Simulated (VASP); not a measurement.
Input of a VASP 6.6.1 run:

run.py

```python
from ase import Atoms
from ase.calculators.vasp import Vasp
from ase.dft.bandgap import bandgap

atoms = Atoms(
    ['Te', 'Sn'],
    cell=[[0.0, 3.15085, 3.15085], [3.15085, 0.0, 3.15085], [3.15085, 3.15085, 0.0]],
    scaled_positions=[[0.5, 0.5, 0.5], [0.0, 0.0, 0.0]],
    pbc=True,
)
calc = Vasp(
    directory='calc',
    xc='pbe',
    pp='PBE',
    setups='materialsproject',
    prec='Accurate',
    encut=520,
    ediff=1e-06,
    ismear=0,
    sigma=0.02,
    lreal=False,
    lasph=True,
    nelm=80,
    algo='Normal',
    isif=2,
    lwave=False,
    lcharg=False,
    kpts=[7, 7, 7],
    gamma=True,
)
atoms.calc = calc

print('energy (eV):', atoms.get_potential_energy())
print('free energy (eV):', atoms.get_potential_energy(force_consistent=True))
print('forces (eV/A):')
print(atoms.get_forces())
print('stress (eV/A^3, Voigt):', atoms.get_stress())
print('Fermi level (eV):', calc.get_fermi_level())
gap, top, bottom = bandgap(calc)
print('band gap (eV):', gap, 'from (spin, k, band)', top, 'to', bottom)
```

Potentials or basis: VASP PAW PBE potentials, release 64 (Te, Sn_d).

The run is started by

```sh
$ python run.py
```

(1) What does it give for the pressure?

Results:

(1) 2.2 GPa.

Caveat: this odd mesh misses L, where the gap lies, so gap, dielectric constants and Born charges aren't listed.
